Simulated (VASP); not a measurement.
## A VASP 6.6.1 single-point calculation on Mg₂Ge

INCAR

```
EDIFF = 1E-7
NELM = 81
LASPH = .TRUE.
NBANDS = 16
ISMEAR = 1
LCHARG = .FALSE.
SIGMA = 0.8
ENCUT = 520
NSW = 0
GGA = PE
ISIF = 2
LWAVE = .FALSE.
IBRION = -1
LREAL = .FALSE.
PREC = Accurate
```

KPOINTS

```
KPOINTS created by Atomic Simulation Environment
0
Gamma
8 8 8
0 0 0
```

POSCAR

```
Ge Mg
 1.0000000000000000
     0.0000000000000000    3.2149322498999999    3.2149322498999999
     3.2149322498999999    0.0000000000000000    3.2149322498999999
     3.2149322498999999    3.2149322498999999    0.0000000000000000
 Ge  Mg
   1   2
Cartesian
  0.0000000000000000  0.0000000000000000  0.0000000000000000
  1.6074661249499997  1.6074661249499997  1.6074661249499997
  4.8223983748499988  4.8223983748499988  4.8223983748499988
```

The recommended PBE PAW datasets give the neutral cell 18 valence electrons.

Command

```
mpirun -np 1 vasp_std
```

Q: How does this run end, and what does it give?

A: It converged. Results: gap between bands v and c on the k mesh 0.17 eV; least direct gap on the k mesh 0.92 eV; pressure -0.5 GPa. Band v is the last that the valence electrons fill when counted band by band, and c is the next.

OSZICAR

```
N       E                     dE             d eps       ncg     rms          rms(c)
DAV:   1     0.881506857600E+02    0.88151E+02   -0.87400E+03   952   0.185E+03
DAV:   2     0.291689697753E+01   -0.85234E+02   -0.81910E+02   976   0.431E+02
DAV:   3    -0.849082135264E+01   -0.11408E+02   -0.11369E+02  1200   0.899E+01
DAV:   4    -0.880474242253E+01   -0.31392E+00   -0.31388E+00  1112   0.154E+01
DAV:   5    -0.881182911983E+01   -0.70867E-02   -0.70866E-02  1192   0.256E+00    0.322E+00
DAV:   6    -0.840842760553E+01    0.40340E+00   -0.45940E-01  1120   0.353E+00    0.166E+00
DAV:   7    -0.833114663397E+01    0.77281E-01   -0.24696E-01  1152   0.306E+00    0.544E-01
DAV:   8    -0.833199227422E+01   -0.84564E-03   -0.21856E-02  1192   0.210E+00    0.120E-01
DAV:   9    -0.833169166699E+01    0.30061E-03   -0.26386E-03  1160   0.766E-01    0.415E-02
DAV:  10    -0.833167213235E+01    0.19535E-04   -0.27121E-04  1104   0.887E-02    0.124E-02
DAV:  11    -0.833167814161E+01   -0.60093E-05   -0.32947E-05  1080   0.625E-02    0.909E-03
DAV:  12    -0.833167688256E+01    0.12590E-05   -0.90857E-06  1224   0.345E-02    0.128E-03
DAV:  13    -0.833167693372E+01   -0.51155E-07   -0.57463E-07  1088   0.479E-03
   1 F= -.83316769E+01 E0= -.83586478E+01  d E =0.809127E-01
```

One setting is odd (smearing far too wide), but here it hardly changes the result.

On sound settings PBE gives a gap of 0.17 eV on its mesh and a pressure of -0.4 GPa for the intended cell. This run's energy (σ→0) differs from it by 0 meV an atom.
